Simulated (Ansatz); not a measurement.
Crystal: Te2Mo.

```
Te Mo
1.0
     3.51820    0.00000    0.00000
    -1.75910    3.04685    0.00000
     0.00000    0.00000   13.97360
Te Mo
4 2
Cartesian
  1.7591 1.0156 5.2960
  0.0000 2.0312 12.2828
  1.7591 1.0156 1.6908
  0.0000 2.0312 8.6776
  1.7591 1.0156 10.4802
  0.0000 2.0312 3.4934
```

Program: Ansatz 0.2.0. Alike in all runs: potentials or basis Ansatz PAW; cell as given.

**Question.** Order these runs on this cell by their band gap on the k mesh, lowest first.
A. level r2SCAN; spin SOC, no magnetisation; k mesh 7 × 7 × 2; cutoff (eV) 500; smearing fermi-dirac 0.05 eV; points for each segment of the path 14; mesh quality not flagged
B. level r2SCAN50; spin off; k mesh 5 × 5 × 1; cutoff (eV) 500; smearing fermi-dirac 0.05 eV; mesh quality coarse
C. level PBE0; spin off; k mesh 6 × 6 × 2; cutoff (eV) 420; smearing fixed; level pbe0; run kind scf; mesh quality not flagged
D. level PBE; spin off; k mesh 9 × 9 × 2; cutoff (eV) 600; smearing fermi-dirac 0.05 eV; mesh quality not flagged
E. level HSE06; spin off; k mesh 5 × 5 × 1; cutoff (eV) 420; smearing fermi-dirac 0.05 eV; mesh quality coarse

**Answer.** D (0.78 eV), A (0.93 eV), E (1.11 eV), C (1.88 eV), B (2.92 eV).

Caveats: some runs use coarse meshes; spin-orbit coupling is left out, which moves the levels of the heavy elements (some runs); odd divisions of the mesh miss points on the zone boundary, where band edges often lie, so the gap on the mesh can be too wide (some runs); the k mesh misses the band edges, so the gap on the mesh is wider than the one along the path (some runs).

Not every run made on this cell is shown here.
